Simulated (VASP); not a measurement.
## ZnS (wurtzite): a LDA single-point calculation in VASP

INCAR

```
LWAVE = .FALSE.
ISIF = 2
PREC = Accurate
ISMEAR = 0
SIGMA = 0.01
EDIFF = 1E-7
ENCUT = 520
NSW = 0
LREAL = .FALSE.
LCHARG = .FALSE.
GGA = CA
NELM = 120
NBANDS = 26
LASPH = .TRUE.
IBRION = -1
```

KPOINTS

```
KPOINTS created by Atomic Simulation Environment
0
Gamma
12 12 4
0 0 0
```

KPOINTS_OPT

```
special points
6
Reciprocal
0.0000000000 0.0000000000 0.0000000000 1
0.5000000000 0.0000000000 0.0000000000 1
0.3333333333 0.3333333333 0.0000000000 1
0.0000000000 0.0000000000 0.5000000000 1
0.5000000000 0.0000000000 0.5000000000 1
0.3333333333 0.3333333333 0.5000000000 1
```

POSCAR

```
Zn S
 1.0000000000000000
     3.8054508557845126    0.0000000000000000    0.0000000000000000
    -1.9027254278922563    3.2956171139626202   -0.0000000000000000
     0.0000000000000000   -0.0000000000000000    6.2439931108913020
 Zn  S
   2   2
Cartesian
 -0.0000000000000001  2.1970780759750799  0.0021112612961030
  1.9027254278922556  1.0985390379875399  3.1241078167417542
 -0.0000000000000001  2.1970780759750799  2.3393861552881354
  1.9027254278922556  1.0985390379875399  5.4613827107337860
```

VASP ran with the recommended LDA PAW datasets (36 valence electrons in the cell).

Command

```
mpirun -np 1 vasp_std
```

OSZICAR

```
N       E                     dE             d eps       ncg     rms          rms(c)
DAV:   1     0.241187384148E+03    0.24119E+03   -0.17103E+04  2964   0.167E+03
DAV:   2     0.735739538128E+01   -0.23383E+03   -0.22345E+03  3054   0.349E+02
DAV:   3    -0.166223978553E+02   -0.23980E+02   -0.23754E+02  3584   0.112E+02
DAV:   4    -0.172052169453E+02   -0.58282E+00   -0.58160E+00  3436   0.174E+01
DAV:   5    -0.172141838822E+02   -0.89669E-02   -0.89648E-02  3522   0.214E+00    0.984E+00
DAV:   6    -0.163946833846E+02    0.81950E+00   -0.16514E+00  4320   0.377E+01    0.746E+00
DAV:   7    -0.163730753805E+02    0.21608E-01   -0.11052E+00  3154   0.661E+00    0.316E+00
DAV:   8    -0.163586978804E+02    0.14378E-01   -0.33645E-02  3710   0.133E+00    0.782E-01
DAV:   9    -0.163577964200E+02    0.90146E-03   -0.72435E-03  4094   0.113E+00    0.221E-01
DAV:  10    -0.163578426622E+02   -0.46242E-04   -0.32717E-04  3472   0.201E-01    0.104E-01
DAV:  11    -0.163578589816E+02   -0.16319E-04   -0.40157E-05  3128   0.489E-02    0.404E-02
DAV:  12    -0.163578583396E+02    0.64207E-06   -0.21646E-06  4232   0.262E-02    0.567E-03
DAV:  13    -0.163578585065E+02   -0.16694E-06   -0.79156E-07  3118   0.541E-03    0.740E-04
DAV:  14    -0.163578585030E+02    0.34961E-08   -0.44553E-08  1640   0.529E-03
   1 F= -.16357859E+02 E0= -.16357859E+02  d E =-.198338E-17
       N       E                     dE             ncg
DAV:   1     0.355240258772E+04   -0.41857E+04      312
DAV:   2     0.215353578534E+04   -0.13989E+04      320
DAV:   3     0.200916693802E+04   -0.14437E+03      354
DAV:   4     0.200535644101E+04   -0.38105E+01      376
DAV:   5     0.200530729037E+04   -0.49151E-01      356
DAV:   6     0.200530618435E+04   -0.11060E-02      368
DAV:   7     0.200530615202E+04   -0.32329E-04      364
DAV:   8     0.200530615099E+04   -0.10331E-05      368
DAV:   9     0.200530615096E+04   -0.30027E-07      268
```

From OUTCAR

```
k-points           NKPTS =     57   k-points in BZ     NKDIM =     57   number of bands    NBANDS=     26

   NELECT =      36.0000    total number of electrons

   dimension x,y,z NGX =    28 NGY =   28 NGZ =   48
   dimension x,y,z NGXF=    56 NGYF=   56 NGZF=   96

  energy-cutoff  :      520.00
  volume of cell :       78.31
      direct lattice vectors                 reciprocal lattice vectors
     3.805450856  0.000000000  0.000000000     0.262780952  0.151716654  0.000000000
    -1.902725428  3.295617114  0.000000000     0.000000000  0.303433307  0.000000000
     0.000000000  0.000000000  6.243993111     0.000000000  0.000000000  0.160153924

 k-points in reciprocal lattice and weights: KPOINTS created by Atomic Simulation Env
   0.00000000  0.00000000  0.00000000       0.002
   0.08333333 -0.00000000  0.00000000       0.010
   0.16666667  0.00000000  0.00000000       0.010
   0.25000000  0.00000000  0.00000000       0.010
   0.33333333 -0.00000000  0.00000000       0.010
   0.41666667 -0.00000000  0.00000000       0.010
   0.50000000  0.00000000  0.00000000       0.005
   0.08333333  0.08333333  0.00000000       0.010
   ...

 E-fermi :   2.0725

 k-point     1 :       0.0000    0.0000    0.0000
  band No.  band energies     occupation
      1     -11.1718      2.00000
      2     -10.2029      2.00000
      3      -4.5187      2.00000
      4      -4.5040      2.00000
      5      -4.5040      2.00000
      6      -4.4237      2.00000
      7      -4.4237      2.00000
      8      -4.0728      2.00000
      9      -4.0728      2.00000
     10      -3.9944      2.00000
     11      -3.9944      2.00000
     12      -3.8335      2.00000
     13      -3.4368      2.00000
     14       1.1063      2.00000
     15       1.1063      2.00000
     16       1.9325      2.00000
     17       2.0178      2.00000
     18       2.0178      2.00000
     19       4.0068      0.00000
     20       4.9332      0.00000
     21       8.1772      0.00000
     22       8.1772      0.00000
     23       8.4399      0.00000
     24       9.5930      0.00000
     25       9.5930      0.00000
     26      11.0363      0.00000

 k-point     2 :       0.0833   -0.0000    0.0000
  band No.  band energies     occupation
      1     -11.1230      2.00000
      2     -10.1752      2.00000
      3      -4.5144      2.00000
      4      -4.5022      2.00000
      5      -4.4945      2.00000
      6      -4.4190      2.00000
      7      -4.4101      2.00000
      8      -4.0793      2.00000
      9      -4.0734      2.00000
     10      -4.0247      2.00000
     11      -3.9921      2.00000
     12      -3.8087      2.00000
     13      -3.3675      2.00000
     14       0.7027      2.00000
     15       0.9904      2.00000
     16       1.5343      2.00000
     17       1.8720      2.00000
     18       1.9571      2.00000
     19       4.4499      0.00000
     20       5.3081      0.00000
     21       7.9254      0.00000
     22       8.3194      0.00000
     23       8.5891      0.00000
     24       9.4465      0.00000
     25       9.8092      0.00000
     26      10.7519      0.00000

 k-point     3 :       0.1667    0.0000    0.0000
  band No.  band energies     occupation
      1     -10.9833      2.00000
      2     -10.1004      2.00000
      3      -4.5177      2.00000
      4      -4.4815      2.00000
      5      -4.4701      2.00000
      6      -4.3997      2.00000
      7      -4.3724      2.00000
      8      -4.0971      2.00000
      9      -4.0720      2.00000
     10      -4.0651      2.00000
     11      -3.9864      2.00000
     12      -3.7760      2.00000
     13      -3.1746      2.00000
     14      -0.1578      2.00000
     15       0.6476      2.00000
     16       0.7016      2.00000
     17       1.6802      2.00000
     18       1.7873      2.00000
     19       5.1845      0.00000
     20       5.9071      0.00000
     21       7.6367      0.00000
     22       8.6444      0.00000
     23       8.6761      0.00000
     24       9.4791      0.00000
     25      10.1016      0.00000
     26      10.4045      0.00000

 k-point     4 :       0.2500    0.0000    0.0000
  band No.  band energies     occupation
      1     -10.7730      2.00000
      2     -10.0022      2.00000
      3      -4.5178      2.00000
      4      -4.4549      2.00000
      5      -4.4411      2.00000
      6      -4.3529      2.00000
      7      -4.3190      2.00000
      8      -4.1204      2.00000
      9      -4.0845      2.00000
     10      -4.0619      2.00000
     11      -3.9786      2.00000
     12      -3.7410      2.00000
     13      -2.9217      2.00000
     14      -1.0444      2.00000
     15      -0.2625      2.00000
     16       0.3519      2.00000
     17       1.3542      2.00000
     18       1.5563      2.00000
     19       5.7587      0.00000
     20       5.9452      0.00000
     21       7.7448      0.00000
     22       8.4097      0.00000
     23       8.8829      0.00000
     24       9.7913      0.00000
     25      10.3765      0.00000
     26      10.7260      0.00000

 k-point     5 :       0.3333   -0.0000    0.0000
  band No.  band energies     occupation
      1     -10.5295      2.00000
      2      -9.9169      2.00000
      3      -4.5059      2.00000
      4      -4.4215      2.00000
      5      -4.4184      2.00000
      6      -4.2741      2.00000
      7      -4.2642      2.00000
      8      -4.1545      2.00000
      9      -4.0774      2.00000
     10      -4.0407      2.00000
     11      -3.9696      2.00000
     12      -3.6861      2.00000
     13      -2.7878      2.00000
     14      -1.6451      2.00000
     15      -1.0549      2.00000
     16       0.0353      2.00000
     17       0.9217      2.00000
     18       1.3320      2.00000
     19       5.7059      0.00000
     20       6.0454      0.00000
     21       7.4376      0.00000
     22       8.5919      0.00000
     23       8.8985      0.00000
     24      10.3416      0.00000
     25      10.5257      0.00000
     26      11.5596      0.00000

 k-point     6 :       0.4167   -0.0000    0.0000
  band No.  band energies     occupation
      1     -10.3122      2.00000
      2      -9.8786      2.00000
      3      -4.4947      2.00000
      4      -4.4062      2.00000
      5      -4.3571      2.00000
      6      -4.2244      2.00000
      7      -4.2057      2.00000
      8      -4.1798      2.00000
      9      -4.0304      2.00000
     10      -4.0170      2.00000
     11      -3.9612      2.00000
     12      -3.6800      2.00000
     13      -2.9125      2.00000
     14      -1.9522      2.00000
     15      -1.4000      2.00000
     16      -0.1826      2.00000
     17       0.4842      2.00000
     18       1.1727      2.00000
     19       5.5388      0.00000
     20       6.1080      0.00000
     21       7.0823      0.00000
     22       8.8286      0.00000
     23       9.0044      0.00000
     24      10.3537      0.00000
     25      10.8221      0.00000
     26      12.7591      0.00000

 k-point     7 :       0.5000    0.0000    0.0000
  band No.  band energies     occupation
      1     -10.2145      2.00000
      2      -9.8792      2.00000
      3      -4.4916      2.00000
      4      -4.4027      2.00000
      5      -4.2821      2.00000
      6      -4.2663      2.00000
      7      -4.2101      2.00000
      8      -4.1456      2.00000
      9      -4.0063      2.00000
     10      -3.9576      2.00000
     11      -3.8673      2.00000
     12      -3.8565      2.00000
     13      -2.9272      2.00000
     14      -2.1998      2.00000
     15      -1.3337      2.00000
     16      -0.2601      2.00000
     17       0.2715      2.00000
     18       1.1154      2.00000
     19       5.4841      0.00000
     20       6.1075      0.00000
     21       6.9513      0.00000
     22       8.7940      0.00000
     23       9.2697      0.00000
     24      10.2268      0.00000
     25      10.8940      0.00000
     26      13.2979      0.00000

 k-point     8 :       0.0833    0.0833    0.0000
  band No.  band energies     occupation
      1     -11.0287      2.00000
      2     -10.1240      2.00000
      3      -4.5141      2.00000
      4      -4.4876      2.00000
      5      -4.4799      2.00000
      6      -4.4089      2.00000
      7      -4.3832      2.00000
      8      -4.0894      2.00000
      9      -4.0763      2.00000
     10      -4.0546      2.00000
     11      -3.9885      2.00000
     12      -3.7841      2.00000
     13      -3.2358      2.00000
     14       0.1364      2.00000
     15       0.6384      2.00000
     16       1.0157      2.00000
     17       1.7476      2.00000
     18       1.8005      2.00000
     19       5.0093      0.00000
     20       5.8380      0.00000
     21       7.6244      0.00000
     22       8.4648      0.00000
     23       8.8162      0.00000
     24       9.3006      0.00000
     25      10.1877      0.00000
     26      10.4366      0.00000

 ...

  Total       -1.8454940     -1.8454940     -1.8403535      0.0000000      0.0000000      0.0000000
  in kB      -37.7587792    -37.7587792    -37.6536042      0.0000000      0.0000000      0.0000000
  external PRESSURE =     -37.7237209 kB  Pullay stress =       0.0000000 kB

 POSITION                                       TOTAL-FORCE (eV/Angst)
 -----------------------------------------------------------------------------------
      0.00000      2.19708      0.00211         0.000000     -0.000000     -0.003079
      1.90273      1.09854      3.12411        -0.000000      0.000000     -0.003079
      0.00000      2.19708      2.33939         0.000000     -0.000000      0.003079
      1.90273      1.09854      5.46138        -0.000000      0.000000      0.003079
 -----------------------------------------------------------------------------------
    total drift:                               -0.000000     -0.000000     -0.000392

  FREE ENERGIE OF THE ION-ELECTRON SYSTEM (eV)
  ---------------------------------------------------
  free  energy   TOTEN  =       -16.3578585030 eV

  energy  without entropy=      -16.3578585030  energy(sigma->0) =      -16.35785850
```

- gap between bands v and c: 1.99 eV
- least direct gap: 1.99 eV
- pressure: -3.8 GPa

Band v is the last that the valence electrons fill when counted band by band, and c is the next.

The run took about 97 s on one core of a shared host (Intel Xeon Platinum 8488C) and held 0.27 GiB at most.
